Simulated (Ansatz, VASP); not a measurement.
## Ru: VASP beside Ansatz

```xyz
3
Lattice="4.2227 0.0000 0.0000 -2.1113 3.6569 0.0000 0.0000 0.0000 2.6539" Properties=species:S:1:pos:R:3 pbc="T T T"
Ru    0.0000    0.0000    0.0000
Ru    0.0000    2.4380    1.3270
Ru    2.1113    1.2190    1.3270
```

Alike in both runs: functional PBEsol; k mesh 6 × 6 × 6; occupations gaussian, width 0.1 eV; no spin polarisation.

Ansatz relaxed the structure, and its values are those at the end. VASP's run is a single point on that final structure, the one shown.

|  | VASP | Ansatz |
| --- | --- | --- |
| version | VASP 6.6.1 | Ansatz 0.2.0 |
| potentials or method | VASP PAW PBE potentials, release 64 (Ru_pv) | scalar-relativistic, plane waves, PAW |
| plane-wave cutoff (eV) | 520 | 420 |
| valence electrons in the cell | 42 | 48 |

VASP gave:

```
gap on the k mesh at the Fermi level (eV) : none
pressure (GPa)                            : 0.1
```

Task: What did Ansatz give for the same quantities?

Result: gap on the k mesh at the Fermi level (eV): none; pressure (GPa): 0.0.

A gap of «none» marks a metal or a gap that the smearing closes. The two sets of potentials don't hold the same shells in valence.

Caveats: the k mesh is coarse (spacing up to 0.39 Å⁻¹), so the values aren't converged; the PAW data sets were made with another functional, which shifts forces and pressure a little (VASP).
